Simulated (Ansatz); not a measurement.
# ZnSe (F-43m):V_Zn, thermodynamic levels from a 24-atom cell

Wanted: the transition levels of a vacancy in ZnSe (F-43m), from a cell of 24 host atoms with 1 Zn taken out.

Program: Ansatz 0.2.0. Level of theory: place-levels on r2SCAN runs: charge-transition levels and formation energies with image-charge correction and potential alignment at the atomic sites; PAW set soft_1. Results are calculated unless marked as measured.

In doubt: warnings of the run leave room for a lower electronic state (in some of the runs), so energies may not be the lowest and differences between runs may mislead.

## 1. Starting point

The cell holds 23 atoms: 11 Zn and 12 Se. Its edges and angles: a = 8.011 Å, b = 8.011 Å, c = 12.017 Å, α = 60.0°, β = 60.0°, γ = 60.0°. It derives from ZnSe (space group F-43m). Nearest the centre at fractional (0.500, 0.500, 0.667): Se23 at 2.45 Å, Se12 at 2.45 Å, Se18 at 2.45 Å, Se22 at 2.45 Å, Zn17 at 4.01 Å, Zn7 at 4.01 Å, Zn11 at 4.01 Å, Zn5 at 4.01 Å.

Known beforehand: the electronic dielectric constant, 7.48, and the static one, 10.54, computed on the host (DFPT, PBEsol, on the r2SCAN cell), and a cell off the functional's own equilibrium shifts the ionic part.

The cell's shortest repeat is 8.0 Å.

## 2. The runs of each charge state

Levels follow from differences of total energies between charge states, each relaxed by itself.

Random displacements of about 0.05 Å break the site symmetry at the start, so that the relaxation can reach a distorted minimum if there is one. Forces are taken on a 2×2×2 shifted mesh. The cell holds 2 electrons more than the neutral one, with a uniform background that keeps it neutral on the whole.

The sampling was tested on the host first: at the k-points planned (1x1x1 shifted 0.25 0.25 0.25) its energy lies 0.100 eV an atom from the dense-mesh value, so the final energies take a denser sampling.

One of the inputs; charge, spin and start change from state to state.

The input, qm2.relax/input.yaml:

```yaml
crystal:
  lattice:
    - [0.0, 5.664885, 5.664885]
    - [5.664885, 0.0, 5.664885]
    - [8.4973275, 8.4973275, 0.0]
  atoms:
    - { symbol: Zn, position: [0.0, 0.0, 0.0] }
    - { symbol: Se, position: [0.125, 0.125, 0.08333333] }
    - { symbol: Zn, position: [0.0, 0.0, 0.33333333] }
    - { symbol: Se, position: [0.125, 0.125, 0.41666667] }
    - { symbol: Zn, position: [0.0, 0.0, 0.66666667] }
    - { symbol: Se, position: [0.125, 0.125, 0.75] }
    - { symbol: Zn, position: [0.0, 0.5, 0.0] }
    - { symbol: Se, position: [0.125, 0.625, 0.08333333] }
    - { symbol: Zn, position: [0.0, 0.5, 0.33333333] }
    - { symbol: Se, position: [0.125, 0.625, 0.41666667] }
    - { symbol: Zn, position: [0.0, 0.5, 0.66666667] }
    - { symbol: Se, position: [0.125, 0.625, 0.75] }
    - { symbol: Zn, position: [0.5, 0.0, 0.0] }
    - { symbol: Se, position: [0.625, 0.125, 0.08333333] }
    - { symbol: Zn, position: [0.5, 0.0, 0.33333333] }
    - { symbol: Se, position: [0.625, 0.125, 0.41666667] }
    - { symbol: Zn, position: [0.5, 0.0, 0.66666667] }
    - { symbol: Se, position: [0.625, 0.125, 0.75] }
    - { symbol: Zn, position: [0.5, 0.5, 0.0] }
    - { symbol: Se, position: [0.625, 0.625, 0.08333333] }
    - { symbol: Zn, position: [0.5, 0.5, 0.33333333] }
    - { symbol: Se, position: [0.625, 0.625, 0.41666667] }
    - { symbol: Se, position: [0.625, 0.625, 0.75] }
  host:
    repeats: [2, 2, 3]
    atoms:
      - { symbol: Zn, position: [0.0, 0.0, 0.0] }
      - { symbol: Se, position: [0.25, 0.25, 0.25] }
total_charge: -2
basis:
  ecutwfc: 500
  xc_grid: 2
hamiltonian:
  xc: r2scan
  pseudopotentials: { kind: paw, azcp: { folder: soft_1 } }
kpoints:
  mp_grid: { grid: [2, 2, 2], shift: [0.5, 0.5, 0.5] }
scf:
  occupations: { method: fixed }
  max_iter: 80
output:
  forces: true
  charged_corrections:
    epsilon: 7.48
    static_epsilon: 10.54
    defect_position: [0.5, 0.5, 0.666667]
relax:
  f_tol: 0.02
  max_steps: 80
  random_displacement: { amplitude: 0.05, seed: 1666 }
checkpoint:
  write: "../qm2.relax.run"
  compress: false
  write_wavefunctions: true
  write_every: 100000
```

Command:

```
$ ansatz run input.yaml --threads 4 --pin off --max-ram 7536MiB --backend cpu --events-out ev --progress --plain --runs-dir out
```

The run of this state that the levels use, under r2SCAN:

The input, qm2.point/input.yaml:

```yaml
crystal:
  checkpoint: "../qm2.relax.run"
  host: checkpoint
total_charge: -2
basis:
  ecutwfc: 500
  xc_grid: 2
hamiltonian:
  xc: r2scan
  pseudopotentials: { kind: paw, azcp: { folder: soft_1 } }
kpoints:
  mp_grid: { grid: [2, 2, 2], shift: [0.5, 0.5, 0.5] }
scf:
  occupations: { method: fixed }
  max_iter: 80
output:
  forces: true
  eigenvalues: true
  charged_corrections:
    epsilon: 7.48
    static_epsilon: 10.54
    defect_position: [0.5, 0.5, 0.666667]
  eigenstates: { localisation: true }
  populations: true
  band_densities: [{ bands: [v1, v1] }, { bands: [c1, c1] }]
  write_density: true
  write_potential: true
  volumetric_format: npy
  elf: true
checkpoint:
  read: "../qm2.relax.run"
  write: "../qm2.point.run"
  compress: false
  write_wavefunctions: false
  write_every: 100000
```

Relaxations under r2SCAN at a 2×2×2 shifted mesh; times on 4 threads of Arm Neoverse V1, shared host:

```
charge  moment (μB)  occupations    outcome  steps  largest displacement against the far atoms (Å)     time
    −2            0        fixed  converged      6                                            0.17  3.1 min
    −1            1        fixed  converged      5                                            0.09  8.5 min
     0            0        fixed  converged      8                                            0.09    6 min
    +1            1        fixed  converged      4                                            0.07  6.5 min
     0            2        fixed  converged      5                                            0.07  7.8 min
```

Single points under r2SCAN at a 2×2×2 shifted mesh; times on 4 threads of Arm Neoverse V1, shared host:

```
charge  moment (μB)  occupations    outcome  time
    −2            0        fixed  converged  26 s
    −1            1        fixed  converged  52 s
     0            0        fixed  converged  33 s
    +1            1        fixed  converged  52 s
     0            2        fixed  converged  60 s
```

Distances (Å) from the ideal centre to the nearest atoms after relaxation with r2SCAN:

```
charge  moment (μB)       1.       2.       3.       4.       5.       6.
    −2            0  Se 2.30  Se 2.33  Se 2.34  Se 2.36  Zn 3.92  Zn 3.93
    −1            1  Se 2.36  Se 2.38  Se 2.39  Se 2.39  Zn 3.93  Zn 3.95
     0            0  Se 2.37  Se 2.40  Se 2.41  Se 2.42  Zn 3.95  Zn 3.95
     0            2  Se 2.38  Se 2.42  Se 2.44  Se 2.49  Zn 3.95  Zn 3.95
    +1            1  Se 2.39  Se 2.46  Se 2.46  Se 2.49  Zn 3.94  Zn 3.95
```

## 3. Placing the levels, r2SCAN

A charged cell interacts with its images and the background, and its potential has another zero than the host's. place-levels removes the first by a point-charge model, screened by the static dielectric constant since the ions have relaxed around the charge, and the second by comparing potentials at atoms far from the defect.

The host is a run of the defect-free crystal in the same cutoffs, grids and k-points, so that basis and sampling errors cancel in part in the differences. The host is run in a cell of 2 atoms on a matching mesh. Its band edges are searched through the zone by a band path, so the gap is smaller than, or equal to, that on the mesh. Chemical potentials are energies per atom of Zn (hcp), run with the same functional and cutoff.

The input, levels.point.yaml:

```yaml
host:
  run: host.point.run
states: [qm2.point.run, qm1_M1.point.run, q0.point.run, qp1_M1.point.run, q0_M2.point.run]
geometry_from:
  qm2.point.run: qm2.relax.run
  qm1_M1.point.run: qm1_M1.relax.run
  q0.point.run: q0.relax.run
  qp1_M1.point.run: qp1_M1.relax.run
  q0_M2.point.run: q0_M2.relax.run
  host.point.run: host.relax.run
chemical_potentials:
  Zn:
    energy: -3325.676395
    dataset: "<sha256 of the dataset>"
epsilon: 7.48
static_epsilon: 10.54
vertical:
  - { from: qm2.point.run, to: qm2.point_neutral.run }
  - { from: qp1_M1.point.run, to: qp1_M1.point_neutral.run }
```

Command:

```
$ ansatz place-levels levels.point.yaml -- --threads 4 --pin off --max-ram 7536MiB
```

Numbers of over 12 decimals in the logs are rounded to 6 here.

The log of the run:

```text
[... repeated set-up lines and file paths are left out, and long positions are rounded to six places ...]
(+1/0) 0.020 eV beneath the valence edge (-0.346 eV without the band-filling correction), in the valence band
(0/-1) 0.148 eV above the valence edge, 1.719 eV under the conduction edge
(-1/-2) 0.543 eV above the valence edge, 1.323 eV under the conduction edge
formation energy of charge +1: +3.765 eV with the Fermi level at the valence edge
formation energy of charge 0: +3.745 eV with the Fermi level at the valence edge
formation energy of charge -1: +3.893 eV with the Fermi level at the valence edge
formation energy of charge -2: +4.436 eV with the Fermi level at the valence edge
vertical -2 to 0: no energy, since no alignment is typed
  the change from vertical[0].from (qm2.point.run) to vertical[0].to (qm2.point_neutral.run): by its potential at epsilon 7.48 it stands at 0.615 0.613 0.730, with an rms radius of about 3.3 Å (1.6 1.6 2.5 Å across the planes of the cell's vectors); [...]
vertical +1 to 0: no energy, since no alignment is typed
  the change from vertical[1].from (qp1_M1.point.run) to vertical[1].to (qp1_M1.point_neutral.run): by its spins about the atoms it stands at 0.632 0.628 0.750, with an rms radius of about 2.1 Å (1.5 1.4 0.0 Å across the planes of the cell's vectors); [...]
  edges by r2scan, gap 1.866 eV; the host is sampled to repeats of 16.02 Å
  the defect's cells are sampled to repeats of 16.02 Å, like sampling
  charge +1: -102342.7737 eV with its correction of -0.424 eV, at epsilon 10.54, aligned at sites: -0.6568 eV, mean over 19 atomic sites at or beyond 4.01 Å from the defect at [0.5000, 0.5000, 0.6667], with +0.000000 for the charge's moments and without [...]
  charge 0: +0.000 eV for its dipole among its images, +0.000 omitted
  charge -1: -102330.4883 eV with its correction of +0.695 eV, at epsilon 10.54, aligned at sites: -0.4617 eV, mean over 19 atomic sites at or beyond 4.01 Å from the defect at [0.5000, 0.5000, 0.6667], with -0.014228 for the charge's moments and without [...]
  charge -2: -102323.7033 eV with its correction of +1.664 eV, at epsilon 10.54, aligned at sites: -0.3662 eV, mean over 19 atomic sites at or beyond 4.01 Å from the defect at [0.5000, 0.5000, 0.6667], with +0.000000 for the charge's moments and without [...]
  charge 0: states[2] (q0.point.run) stands 0.094 eV higher, with a moment of 0.00 μB against 2.00
  of states[3] (qp1_M1.point.run): it parts from the run at its places by a charge that spreads by about 1.5 Å along one vector (1.1 Å or more is wide), by the spins about the atoms, where the cell does not tell a trapped carrier from a band state. [...]
  of states[4] (q0_M2.point.run): stability_check_not_made
  of states[1] (qm1_M1.point.run): how wide its charge is, is not read beside other atoms or cores, and a band state would take no correction. [...]
  of states[0] (qm2.point.run): it parts from the run at its places by a charge that spreads by about 2.5 Å along one vector (1.7 Å or more is wide), by its potential at epsilon 7.48, taken for that of held ions (one typed too small widens it), where the cell [...]
  of states[2] (q0.point.run): band_overlap_at_count; of the run under geometry_from: band_overlap_at_count
  of vertical[0].from (qm2.point.run): it parts from the run at its places by a charge that spreads by about 2.5 Å along one vector (1.7 Å or more is wide), by its potential at epsilon 7.48, taken for that of held ions (one typed too small widens it), where [...]
  of vertical[0].to (qm2.point_neutral.run): band_overlap_at_count
  of vertical[1].from (qp1_M1.point.run): band_overlap_at_count; stability_check_not_made; of the run under geometry_from: band_overlap_at_count; [...]
  of vertical[1].to (qp1_M1.point_neutral.run): band_overlap_at_count; minimisation_begun; unresolved_pair_at_count
```

Wall time 0.38 s (4 threads of Arm Neoverse V1, shared host).

Levels between the charges placed, in eV above the valence top:

```
        gap (eV)  (+1/0)  (0/−1)  (−1/−2)
r2SCAN      1.87   -0.02    0.15     0.54
```

Corrections by state:

```
charge  moment (μB)  image terms and alignment (eV)  band filling (eV)  ε used  over the lowest of its charge, as the program ranks them, band filling apart (eV)
    +1          1.0                          -0.424             -0.326   10.54                                                                              0.000
     0          2.0                           0.000                  -       -                                                                              0.000
    −1          1.0                           0.695                  -   10.54                                                                              0.000
    −2          0.0                           1.664                  -   10.54                                                                              0.000
     0          0.0                           0.000                  -       -                                                                              0.094
```

The charged structures listed were also run neutral, and place-levels reads from each pair, by the potential or the spins, how wide the charge is by which they differ; that can be the carrier of either run.

```
charge  rms radius (Å)  spread where it is widest against the cell (Å)  wide from (Å)  reading
    +1             2.1                                            1.47           1.13     wide
    −2             3.3                                            2.52           1.70     wide
```

The neutral runs of these pairs need not share the spin of the lowest neutral state, and very wide values only mean spread over the cell.

From the program's caveats on the states, each cut to its opening words:

- charge +1 (1 μB): it parts from the run at its places by a charge that spreads by about 1.5 Å along one vector (1.1 Å or more is wide), by the spins about the atoms, where the [...]
- charge +1 (1 μB): a band-filling correction moves a carrier to the host's band edge, which changes its energy by -0.326 eV
- charge +1 (1 μB), −1 (1 μB), 0: filled levels lie above empty ones at the fixed electron count
- charge +1 (1 μB), 0 (2 μB), −1 (1 μB): flagged: stability check not made
- charge −1 (1 μB): how wide its charge is, is not read beside other atoms or cores, and a band state would take no correction
- charge −2: it parts from the run at its places by a charge that spreads by about 2.5 Å along one vector (1.7 Å or more is wide), by its potential at epsilon 7.48, taken [...]
- charge −2: its alignment with the host at atomic sites is doubtful: the mean over the far sites moves by +0.0868 eV from their farther parts to their nearer, more than [...]

The host's formation energy from the elements is -0.854 eV per atom; it sets how far the chemical potentials can move.

Limit set by the element alone; other compounds of these elements are not counted. Chemical potentials from the elements' reference states: Se 0.00 eV, Zn -1.71 eV. Formation energies (Se-rich), with the Fermi level at the valence top and at the conduction bottom (gap 1.87 eV):

```
charge  at valence top (eV)  at conduction bottom (eV)  correction included (eV)
    +1                 2.06                       3.92                     -0.75
     0                 2.04                       2.04                      0.00
    −1                 2.18                       0.32                      0.69
    −2                 2.73                      -1.00                      1.66
```

Fermi level (eV), lowest formation energy (eV) and a bar from the least value:
```
     0.00       2.04 ##############################
     0.17       2.01 ##############################
     0.34       1.85 ############################
     0.51       1.68 ##########################
     0.68       1.37 #######################
     0.85       1.03 ####################
     1.02       0.69 #################
     1.19       0.35 #############
     1.36       0.01 ##########
     1.53      -0.33 #######
     1.70      -0.67 ###
     1.87      -1.00
```

Limit set by the element alone; other compounds of these elements are not counted. Chemical potentials from the elements' reference states: Zn 0.00 eV, Se -1.71 eV. Formation energies (Zn-rich), with the Fermi level at the valence top and at the conduction bottom (gap 1.87 eV):

```
charge  at valence top (eV)  at conduction bottom (eV)  correction included (eV)
    +1                 3.76                       5.63                     -0.75
     0                 3.75                       3.75                      0.00
    −1                 3.89                       2.03                      0.69
    −2                 4.44                       0.70                      1.66
```

| Fermi level (eV) | lowest formation energy (eV) |
| --- | --- |
| 0.00 | 3.75 |
| 0.17 | 3.72 |
| 0.34 | 3.55 |
| 0.51 | 3.38 |
| 0.68 | 3.08 |
| 0.85 | 2.74 |
| 1.02 | 2.40 |
| 1.19 | 2.06 |
| 1.36 | 1.72 |
| 1.53 | 1.38 |
| 1.70 | 1.04 |
| 1.87 | 0.70 |

## 4. Summary of results

```json
{
  "gap of the host": "1.87 eV (r2SCAN)",
  "level (plus 1/0)": "0.02 eV below the valence top (-0.35 eV above the valence top without the band-filling term)",
  "level (0/minus 1)": "0.15 eV above the valence top",
  "level (minus 1/minus 2)": "0.54 eV above the valence top",
  "lowest of the charges placed, just above the valence top (0.02 eV)": "0",
  "lowest of the charges placed, just below the conduction bottom (0.02 eV)": "−2",
  "lowest formation energy at mid-gap of the charges run, Se-rich": "0.86 eV",
  "lowest formation energy at mid-gap of the charges run, Zn-rich": "2.57 eV"
}
```

**Reading.** Of the charges placed (−2, −1, 0 and +1), the lowest changes at 0.15 eV (0/−1) and 0.54 eV (−1/−2) above the valence top, in a gap of 1.87 eV. (0/−1) and (−1/−2) lie nearer to a band edge than the share of the finite-size correction in them (0.69 and 0.97 eV), and that correction holds for a localised charge alone. (0/−1) lies 0.15 eV from a band edge, less than the doubt on such levels. Charges below −2 were not placed, so these runs say nothing of levels that involve them. States placed: +1 at 1 μB; 0 at 2 μB and 0 μB; −1 at 1 μB; −2 at 0 μB. Other spin states or structures, where not listed, weren't placed. The program finds carriers beyond a band edge of the host and adds a band-filling term at charge +1 (-0.33 eV); steps to such a charge show no bound level, and a defect level inside a band would be read the same way. Corrections reach 1.7 eV, so the cell is small for these charges and their levels are rough. The program doubts the alignment of potentials for at least one state, a sign that the cell is small. What this leaves open: the images are only 8.0 Å apart; r2SCAN makes the gap too small and tends to spread out bound carriers.

[Logs are printed without paths, hosts, clocks, repeated set-up lines and the standing remarks that a program may print on its own settings, such as how far it seeks lower states.]

[Hosts, paths, dates, database ids (printed as entryN), source tags and the programs' standing remarks are cut or masked in the printed files.]

[Where a table of states has a column of steps, it counts the stored structures, which are thinned; the runs took as many ionic steps or more.]

[A defect's name tells the site on which it was built; relaxed atoms can leave that site.]

[For some hosts the program warned that the k-mesh of the response run may be too coarse for force constants and the static dielectric constant; such warnings are not shown here.]
